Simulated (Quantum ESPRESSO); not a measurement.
Runs of Quantum ESPRESSO 7.5 on MoS2. The cell holds a slab with vacuum, 6 atoms: a = 3.184 Å, b = 3.184 Å, c = 35.437 Å, α = 90.00°, β = 90.00°, γ = 120.00°. 

```csv
k mesh,gap on the mesh (eV),largest force (eV/Å)
6 × 6 × 1,1.59,0.23
10 × 10 × 1,1.73,0.22
12 × 12 × 1,1.59,0.22
8 × 8 × 1,(a),0.23
```

Alike in all rows: task work function; level PBE; potentials or basis PseudoDojo 0.4.1 SR PBE standard; no spin polarisation; cell as given; cutoff (eV) 1088; smearing fermi-dirac 0.05 eV.

Question: Fill in the values left out.

Answer: (a) 1.77.

Caveats: ionisation potential and electron affinity come from Kohn-Sham levels, which understate the gap.

A k mesh can miss the band edges, and the runs leave out spin-orbit coupling on Mo.
